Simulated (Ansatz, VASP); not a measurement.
This is a calculation of Si for Ansatz 0.2.0.

Contents of input.yaml:

```yaml
crystal:
  lattice:
    - [2.6205428149, 0.0, 0.0]
    - [-1.3102714075, 2.2694566494, 0.0]
    - [0.0, 0.0, 2.46635439]
  atoms:
    - { symbol: Si, position: [0.0, 0.0, 0.0] }
hamiltonian:
  xc: pbesol
  pseudopotentials: { kind: paw }
kpoints:
  mp_grid: { grid: [12, 12, 11] }
scf:
  occupations: { method: gaussian, width: 0.05 }
output:
  forces: true
  stress: true
  eigenvalues: true
```

Potentials or basis: Ansatz PAW.

Command:

```bash
$ ansatz run input.yaml --threads 2 --pin off --max-ram 5632MiB --backend cpu --events-out ev --progress --plain --runs-dir out
```

Problem. Set up the same calculation for VASP 6.6.1. Potentials there: VASP PAW PBE potentials, release 64 (Si).

Solution. As run (the cutoff follows the program's own potentials):

File run.py:

```python
from ase import Atoms
from ase.calculators.vasp import Vasp
from ase.dft.bandgap import bandgap

atoms = Atoms(
    ['Si'],
    cell=[[2.6205428149, 0.0, 0.0], [-1.3102714075, 2.2694566494, 0.0], [0.0, 0.0, 2.46635439]],
    scaled_positions=[[0.0, 0.0, 0.0]],
    pbc=True,
)
calc = Vasp(
    directory='calc',
    xc='pbesol',
    pp='PBE',
    setups='materialsproject',
    prec='Accurate',
    encut=520,
    ediff=1e-06,
    ismear=0,
    sigma=0.05,
    lreal=False,
    lasph=True,
    nelm=60,
    algo='Normal',
    isif=2,
    lwave=False,
    lcharg=False,
    kpts=[12, 12, 11],
    gamma=True,
)
atoms.calc = calc

print('energy (eV):', atoms.get_potential_energy())
print('free energy (eV):', atoms.get_potential_energy(force_consistent=True))
print('forces (eV/A):')
print(atoms.get_forces())
print('stress (eV/A^3, Voigt):', atoms.get_stress())
print('Fermi level (eV):', calc.get_fermi_level())
gap, top, bottom = bandgap(calc)
print('band gap (eV):', gap, 'from (spin, k, band)', top, 'to', bottom)
```

Potentials or basis: VASP PAW PBE potentials, release 64 (Si).

The run is started by

```console
$ python run.py
```

Both were run:

|  | VASP | Ansatz | Ansatz less VASP |
| --- | --- | --- | --- |
| gap on the k mesh at the Fermi level (eV) | none | none | - |
| pressure (GPa) | 0.7 | 0.5 | -0.16 |
| largest component of the traceless stress (GPa) | 3.56 | 3.54 | -0.024 |

A gap of «none» marks a metal or a gap that the smearing closes. The functional is the same, so the differences come from potentials, cutoffs and numerics.

Caveats: the PAW data sets were made with another functional, which shifts forces and pressure a little (VASP); the PAW data sets come from PBE, with cores solved anew for the run's functional, which leaves a small shift of forces and pressure (Ansatz).
